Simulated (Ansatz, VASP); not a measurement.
# Bi in VASP and in Ansatz

The input INCAR:

```
SYSTEM = Bi
PREC = Accurate
ENCUT = 520
EDIFF = 1E-6
ISMEAR = -1
SIGMA = 0.05
LREAL = .FALSE.
LASPH = .TRUE.
NELM = 60
ALGO = Fast
ISIF = 2
LWAVE = .FALSE.
LCHARG = .TRUE.
GGA = CA
LELF = .TRUE.
LVHAR = .TRUE.
NBANDS = 22
```

The input KPOINTS:

```
Automatic mesh
0
G
  8 8 4
  0 0 0
```

The input POSCAR:

```
Bi
1.0
    3.2383762460      0.0000000000      0.0000000000
    0.0000000000      3.2216433200      0.0000000000
   -0.0804548793      0.0000000000      6.4438887882
Bi
2
Direct
    0.5442472500      0.0000000000      0.7495778900
    0.4557527500      0.0000000000      0.2504221100
```

File input.yaml:

```yaml
crystal:
  lattice:
    - [3.238376246, 0.0, 0.0]
    - [0.0, 3.22164332, 0.0]
    - [-0.0804548793, 0.0, 6.4438887882]
  atoms:
    - { symbol: Bi, position: [0.54424725, 0.0, 0.74957789] }
    - { symbol: Bi, position: [0.45575275, 0.0, 0.25042211] }
hamiltonian:
  xc: lda
  pseudopotentials: { kind: paw }
kpoints:
  mp_grid: { grid: [8, 8, 4] }
scf:
  occupations: { method: fermi_dirac, width: 0.05 }
output:
  forces: true
  stress: true
  eigenvalues: true
```

This isn't the form of Bi at room conditions, which is rhombohedral.

Alike in both runs: task single point; functional LDA; k mesh 8 × 8 × 4; occupations fermi-dirac, width 0.05 eV; no spin polarisation.

```csv
,VASP,Ansatz
version,VASP 6.6.1,Ansatz 0.2.0
potentials or method,"VASP PAW LDA potentials, release 64 (Bi_d)",Ansatz PAW
plane-wave cutoff (eV),520,420
valence electrons in the cell,30,30
```

```tsv
	VASP	Ansatz	Ansatz less VASP
gap on the k mesh at the Fermi level (eV)	none	none	-
pressure (GPa)	-1.7	-1.7	-0.07
largest component of the traceless stress (GPa)	0.57	0.57	-0.004
rms of the force components (eV/Å)	0.010	0.010	+0.0007
```

Atom by atom the forces differ by 0.001 eV/Å (rms over components). A gap of «none» marks a metal or a gap that the smearing closes.

Caveats: spin-orbit coupling is left out, which moves the levels of the heavy elements; the PAW data sets come from PBE, with cores solved anew for the run's functional, which leaves a small shift of forces and pressure (Ansatz).
